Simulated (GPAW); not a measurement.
Au, 1 atom in the cell. The typed cell holds 1 atom: a = 2.854 Å, b = 2.809 Å, c = 2.962 Å, α = 109.30°, β = 110.50°, γ = 108.94°. This isn't the form of Au at room conditions, which is fcc. The cell isn't the ideal one: cell strained at random at fixed volume.

| Item | Value |
| --- | --- |
| Program | GPAW 26.7.0 |
| Task | single point |
| Functional | PBE |
| Potentials or basis | GPAW PAW data sets (gpaw-data 1.2.1) |
| Cutoff | 600 eV |
| Basis | pw |
| k mesh | 11 × 11 × 11 |
| Occupations | fermi-dirac, width 0.05 eV |
| Spin | no spin polarisation |
| Maxiter | 150 |

Potentials or basis: GPAW PAW data sets (gpaw-data 1.2.1), pw.

Command:

```sh
$ OMP_NUM_THREADS=1 python run.py
```

Hardware: 1 thread of Arm Neoverse V1 (shared host).

Question: Estimate the wall time of this run.

Answer: It took 110 s on 1 thread of Arm Neoverse V1 (shared host), peak memory 0.29 GiB. Counts: scf iterations 8, plane waves 622, bands 14, k points 666.
